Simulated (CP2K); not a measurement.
Runs of CP2K 2026.2 on SiC. Symmetry: P6_3mc, No. 186, hexagonal system. The conventional cell has a = 3.076 Å, b = 3.076 Å, c = 10.071 Å, α = 90.00°, β = 90.00°, γ = 120.00°. Si (site symmetry 3m) is surrounded by 4 C at 1.88 to 1.89 Å. Si (site symmetry 3m) has 4 C at 1.88 to 1.89 Å as nearest neighbours. Around C (site symmetry 3m) lie 4 Si at 1.88 to 1.89 Å. C (site symmetry 3m) has 4 Si at 1.88 to 1.89 Å as nearest neighbours. The cell is a database's computed one.

```csv
level,gap on the mesh (eV),pressure (GPa),largest force (eV/Å)
LDA,2.33,(d),0.01
TPSS,(a),2.0,0.01
HLE16,3.14,-37.0,0.07
PBEsol,(c),2.2,0.01
OLYP,2.59,(b),-
```

Alike in all rows: task atomic charges; potentials or basis POTENTIAL_UZH Si GTH-PBE-q4, C GTH-PBE-q4; DZVP-MOLOPT-PBE-GTH basis; no spin polarisation; cell as given; k mesh 8 × 8 × 2; smearing fermi-dirac 0.05 eV.

Question: Estimate the missing entries.

Answer: (a) 2.61; (b) -1.4; (c) 2.34; (d) 2.3.

Caveats: the potentials were made for another functional, which shifts forces and pressure; the basis of atomic orbitals isn't converged, which shifts pressures, moduli and gaps; the potentials were made for a functional far from this one (some runs); the cell as given lies far from equilibrium (some runs); the forces don't sum to zero, a sign of grid noise (some runs).

A k mesh can miss the band edges.

Runs at the PBE level aren't shown here.
